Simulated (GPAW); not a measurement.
# Static electronic dielectric constant of 12-atom hexagonal SiC: functional, kernel and numerical settings in RPA and beyond

In silicon carbide each silicon atom is bound to four carbon atoms, and each carbon to four silicon atoms, by strong, polar covalent bonds. The valence electrons sit mostly towards carbon, and a static field shifts them only moderately. The size of that shift is ε∞, the dielectric constant with the ions clamped, relative to 1 for vacuum. It fixes the refractive index well below the gap and enters the screening of charged defects and carriers in power devices. All rows describe one crystal in one fixed cell, with the field along x, perpendicular to the hexagonal axis. The question is how far each choice in the calculation moves ε∞. The reference is the LDA run in the RPA with a 12×12×6 mesh, 65 bands, a 60 eV local-field cutoff and no scissors shift, which gives 6.84.

## How the numbers were made

The measured cell of a diffraction database, fixed. GPAW 26.7.0, plane waves with PAW (cutoff 450 eV), no spin polarisation, no spin-orbit coupling, clamped ions. Each name gives functional, response level, k mesh, size of the sum over states, local-field cutoff and any scissors shift of the empty bands; line broadening 0.1 eV. The smallest direct gap met on these meshes is 3.07 eV. The runs were spread over Arm Neoverse V1 and Arm Neoverse V2, shared with other work, so times are rough and not strictly comparable between rows.

Notes on method and selection:

- Meshes coarser than about 0.2 1/Å can put ε∞ too high by tens of per cent where the direct gap is small.
- Runs that did not converge, have known faults or may not be shown are not listed, and runs on Ansatz's PAW sets soft_1 and soft_2 are kept to separate tables.

Columns:

- bands: bands in the sum.
- scissors (eV): scissors shift.
- k spacing (1/Å): k-point spacing.
- ε∞: real dielectric constant at zero frequency, field along x.
- cost (core-s): processor time of the response step.

## Computed values

| member | bands | local-field cutoff (eV) | scissors (eV) | k spacing (1/Å) | ε∞ | cost (core-s) |
| --- | --- | --- | --- | --- | --- | --- |
| LDA, RPA, 4×4×1, 65 bands, 60 eV | 65 | 60 | 0 | 0.59 | 8.48 | 8.6 |
| LDA, ALDA, 12×12×6, 65 bands, 60 eV | 65 | 60 | 0 | 0.20 | 6.96 | 140 |
| LDA, RPA, 12×12×6, 65 bands, 120 eV | 65 | 120 | 0 | 0.20 | 6.63 | 220 |
| LDA, RPA, 12×12×6, 65 bands, 60 eV, scissors 1 eV | 65 | 60 | 1 | 0.20 | 6.16 | 81 |
| LDA, RPA, 12×12×6, 65 bands, 20 eV | 65 | 20 | 0 | 0.20 | ? | 64 |
| LDA, RPA, 12×12×6, 65 bands, 60 eV | 65 | 60 | 0 | 0.20 | 6.84 | 78 |
| PBE, RPA, 12×12×6, 65 bands, 60 eV | 65 | 60 | 0 | 0.20 | 6.74 | 60 |
| LDA, Bootstrap, 12×12×6, 65 bands, 60 eV, scissors 1 eV | 65 | 60 | 1 | 0.20 | 6.98 | 77 |
| LDA, RPA, 12×12×6, 37 bands, 60 eV | 37 | 60 | 0 | 0.20 | 6.22 | 35 |

Cells marked ? are withheld until the estimate has been made.

## Reading the trend

The k mesh has the largest effect. The 4×4×1 mesh gives 8.48, which is 8.48 − 6.84 = 1.64 or 24% above the reference. A likely cause is that so few points give too much weight to regions of the zone where transitions are low in energy.

The sum over states comes next among the numerical settings. In the static limit every added empty band contributes with the same sign, so a short sum gives too small a response. Going from 37 to 65 bands raises ε∞ by 6.84 − 6.22 = 0.62. With 24 occupied bands, this is a step from 13 to 41 empty ones.

The local-field cutoff works the other way. The induced charge varies within the cell, and its own field opposes the polarisation. Describing this on a finer scale, with 120 eV in place of 60 eV, lowers ε∞ by 0.21. That is more than the change from LDA to PBE (−0.10) or from RPA to ALDA (+0.12), so differences between functionals or kernels of this size mean little unless the cutoff is held equal. The sign of the ALDA shift is expected, because its exchange-correlation kernel is attractive and offsets part of the Hartree repulsion.

A scissors shift of 1 eV lowers ε∞ by 6.84 − 6.16 = 0.68. If ε∞ − 1 varies as 1/E, with E a mean transition energy, then E/(E + 1) = (6.16 − 1) / (6.84 − 1) = 0.884 and E is about 7.6 eV. This is far above the smallest direct gap of 3.07 eV: the static response is not governed by transitions at the gap edge but draws on many at much higher energy.

With the same scissors shift, the bootstrap kernel raises ε∞ from 6.16 to 6.98. It imitates the attraction between electron and hole, and its +0.82 more than cancels the effect of the wider gap. The closeness of 6.98 to the unshifted ALDA value of 6.96 is therefore a balance of two large, opposite corrections.

## Predicting the missing value

Plain estimates from the members shown:

- LDA, RPA, 12×12×6, 65 bands, 20 eV, mean of the 8 members shown: 6.88 , standard deviation 0.67

The mean of the other members, 6.88, mixes meshes, kernels and scissors shifts. The better starting point is the reference run, which differs from the withheld one only in the local-field cutoff.

The k spacing of the 4×4×1 mesh gives the shortest in-plane reciprocal vector, 4 × 0.59 = 2.36 1/Å. Its kinetic energy, with ħ²/2m = 3.81 eV Å², is 3.81 × 2.36² = 21.2 eV, just above the 20 eV cutoff. Only vectors along the hexagonal axis remain, and the threefold symmetry forbids a field along x from inducing charge waves of that kind. The withheld run should therefore contain no local-field reduction at all, and ε∞ must lie above 6.84.

For the size of the rise, the drop per doubling of the cutoff is taken as constant, at the 0.21 found between 60 and 120 eV. From 20 to 60 eV there are ln 3 / ln 2 = 1.58 doublings, so the shift is 0.21 × 1.58 = 0.33 and the estimate is 6.84 + 0.33 = 7.17.

With only two cutoffs shown, this law cannot be tried on another member. A steeper law, in which the remaining drop falls as one over the square root of the cutoff, would give a shift of 0.21 × (1/√20 − 1/√60) / (1/√60 − 1/√120) = 0.52. The difference between the two laws, 0.52 − 0.33 = 0.19, is rounded to 0.2 and taken as the standard deviation.

**Committed estimate, LDA, RPA, 12×12×6, 65 bands, 20 eV: ε∞ = 7.2 ± 0.2.**

## Outcome

| member | bands | local-field cutoff (eV) | scissors (eV) | k spacing (1/Å) | ε∞ | cost (core-s) |
| --- | --- | --- | --- | --- | --- | --- |
| LDA, RPA, 12×12×6, 65 bands, 20 eV | 65 | 20 | 0 | 0.20 | 7.21 | 64 |

| member | estimate | ε∞ | computed | estimate − computed | miss in error bars |
| --- | --- | --- | --- | --- | --- |
| LDA, RPA, 12×12×6, 65 bands, 20 eV | committed | 7.20 | 7.21 | −0.01 | 0.0 |
| LDA, RPA, 12×12×6, 65 bands, 20 eV | mean | 6.88 | 7.21 | −0.33 |  |

The computed value of 7.21 lies well inside the error bar of the estimate, 7.2 ± 0.2, while the mean of the other members misses it by 0.33. Before rounding the estimate was 7.17, so the route itself was 0.04 too low. The steeper square-root law would have given 6.84 + 0.52 = 7.36, too high by 7.36 − 7.21 = 0.15.

The predicted sign held: with fewer local fields the response is larger. Since no charge wave that a field along x can induce fits under 20 eV, 7.21 is the RPA value without local fields. They lower it by 0.37 at a cutoff of 60 eV and by 0.58, or 8%, at 120 eV.

The constant drop per doubling was an assumption, and one success does not make it a law. Local fields only set in at 21.2 eV, and from there to 60 eV there are ln(60 / 21.2) / ln 2 = 1.50 doublings. The drop is then 0.37 / 1.50 = 0.25 per doubling, against 0.21 in the next one. This slight fading is expected to go on at higher cutoffs, because ever shorter charge waves respond ever more weakly.

## Where the trend breaks

The 4×4×1 run stands apart. Its 8.48 is 1.64 above the reference, while no other single change of setting moves ε∞ by more than 0.82. This mesh is coarser both in the plane and along the hexagonal axis, so the table cannot tell which direction matters more. A smallest direct gap of 3.07 eV does not protect against an error of 24%.

The two lowest values, 6.16 with the scissors shift and 6.22 with 37 bands, are no anomalies. The first follows from larger transition energies, the second from leaving out empty states that add to the static response. Their closeness has no common cause: one is a correction to the band energies, the other a truncation error.

## Cost

In the response step the finer k mesh costs 78 / 8.6 = 9 times as much as the 4×4×1 mesh, and it removes an excess of 1.64. Its full price is higher, because the bands must first be computed on the same mesh. The table leaves that step out, yet on the 12×12×6 mesh it takes many times longer than the response itself, and far longer than on the coarse mesh. With it counted, the finer mesh gains only about as much per core-second as the higher local-field cutoff. The reason to pay for it is the size of the error it removes, not a low price. Going from 37 to 65 bands costs 78 / 35 = 2.2 times as much and changes ε∞ by 0.62. Doubling the local-field cutoff from 60 to 120 eV costs 220 / 78 = 2.8 times as much for a change of 0.21. Lowering it to 20 eV saves nothing that can be told from the scatter of shared machines, and it gives up the local fields. The scissors shift and the bootstrap kernel add no visible cost. All times in figures are for the response step alone. A new cutoff, scissors shift or kernel can reuse the bands already computed, but a new k mesh cannot.

## Conclusions

For this crystal and field direction, the k mesh has to be settled first, then the bands and the local-field cutoff, and only then do differences of 0.1 between LDA and PBE or between RPA and ALDA carry meaning. The reference value of 6.84 is not a converged limit: a higher cutoff still lowers it, more bands would raise it, and the table holds no finer k mesh to test the sampling. A run with one changed setting can be placed from the shifts found here, but whether the shifts add when several settings change together is not shown in the table.

In optical terms, the refractive index well below the gap is √6.84 = 2.62 for the reference and √8.48 = 2.91 for the coarse mesh, an error of about 0.3 from sampling alone.

By definition ε∞ leaves out the motion of the ions. In a truly static field that motion adds a further positive part in a polar crystal such as this one, so the values here must not be used as the full static dielectric constant.
